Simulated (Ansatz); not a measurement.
# WC: stress in a strained cell

Aim: deform WC (equal xx and yy strain of -2 %) and compute stress, forces and field gradients with LAPW, PAW and all-electron datasets made for the crystal.

Program: Ansatz 0.2.0. Level of theory: DFT PBE, scalar-relativistic. These are calculated values, not measurements.

## 1. Starting point

Symmetry: P-6m2, No. 187, hexagonal system. The conventional cell has a = 2.901 Å, b = 2.901 Å, c = 2.829 Å, α = 90.00°, β = 90.00°, γ = 120.00°. W (site symmetry -6m2) is surrounded by 6 C at 2.19 Å. Around C (site symmetry -6m2) lie 6 W at 2.19 Å.

Structure file:

```xyz
2
Lattice="2.9005 0.0000 0.0000 -1.4503 2.5119 0.0000 0.0000 0.0000 2.8290" Properties=species:S:1:pos:R:3 pbc="T T T"
W     0.0000    0.0000    0.0000
C     1.4503    0.8373    1.4145
```

Atoms are numbered in the order of the input: W1, C2.

## 2. The deformed structure

Space group P-6m2 before, P-6m2 after.

## 3. LAPW, all electrons

File input.yaml:

```yaml
crystal:
  lattice:
    - [2.8424914073, 0.0, 0.0]
    - [-1.4212457036, 2.4616697688, 0.0]
    - [0.0, 0.0, 2.829]
  atoms:
    - { symbol: W, position: [0.0, 0.0, 0.0] }
    - { symbol: C, position: [0.6666666667, 0.3333333333, 0.5] }
kpoints:
  mp_grid: { grid: [13, 13, 12] }
  band_path:
    path:
      - [0.0, 0.0, 0.0]
      - [0.5, 0.0, 0.0]
      - [0.3333333333, 0.3333333333, 0.0]
      - [0.0, 0.0, 0.0]
      - [0.0, 0.0, 0.5]
      - [0.5, 0.0, 0.5]
      - [0.3333333333, 0.3333333333, 0.5]
      - [0.0, 0.0, 0.5]
      - [0.5, 0.0, 0.5]
    npoints: 5
scf:
  occupations: { method: fermi_dirac, width: 0.05 }
hamiltonian:
  xc: pbe
  pseudopotentials: { kind: all_electron, lapw: { basis_error: 0.001 } }
output:
  forces: true
  stress: true
  eigenvalues: true
```

Run with:

```
$ ansatz run input.yaml --threads 1 --pin off --max-ram 3072MiB --backend cpu --events-out ev --progress --plain --runs-dir out
```

## 4. Frozen-core PAW

File input.yaml:

```yaml
crystal:
  lattice:
    - [2.8424914073, 0.0, 0.0]
    - [-1.4212457036, 2.4616697688, 0.0]
    - [0.0, 0.0, 2.829]
  atoms:
    - { symbol: W, position: [0.0, 0.0, 0.0] }
    - { symbol: C, position: [0.6666666667, 0.3333333333, 0.5] }
kpoints:
  mp_grid: { grid: [13, 13, 12] }
scf:
  occupations: { method: fermi_dirac, width: 0.05 }
hamiltonian:
  xc: pbe
  pseudopotentials: { kind: paw }
output:
  forces: true
  stress: true
  eigenvalues: true
  efg: { contact_densities: true }
```

## 5. All-electron PAW on datasets made for the crystal

input.yaml, as its differences from that of step 4:

```diff
@@ -14,3 +14,3 @@
   xc: pbe
-  pseudopotentials: { kind: paw }
+  pseudopotentials: { kind: all_electron, datasets: crystal }
 output:
```

(Steps that only read results are left out.)

What does the calculation give? Wanted: pressure; largest shear or deviatoric stress.

The runs gave:

| quantity | value |
| --- | --- |
| pressure | LAPW 26.13, PAW 26.11, crystal datasets 26.12 GPa |
| largest shear or deviatoric stress (LAPW) | 8.99 GPa |

In words: The largest part of the stress beyond the pressure is 8.99 GPa in size, in the zz component; the atoms are carried along and not relaxed. No run of the undeformed cell stands beside it, so the pressure holds what the given cell had before the change. PAW: stress within 0.02 GPa of LAPW. Crystal datasets: stress within 0.01 GPa of LAPW. Spin-orbit coupling is left out, though the cell holds W; in elements this heavy it can shift bands and gaps by tenths of an eV.
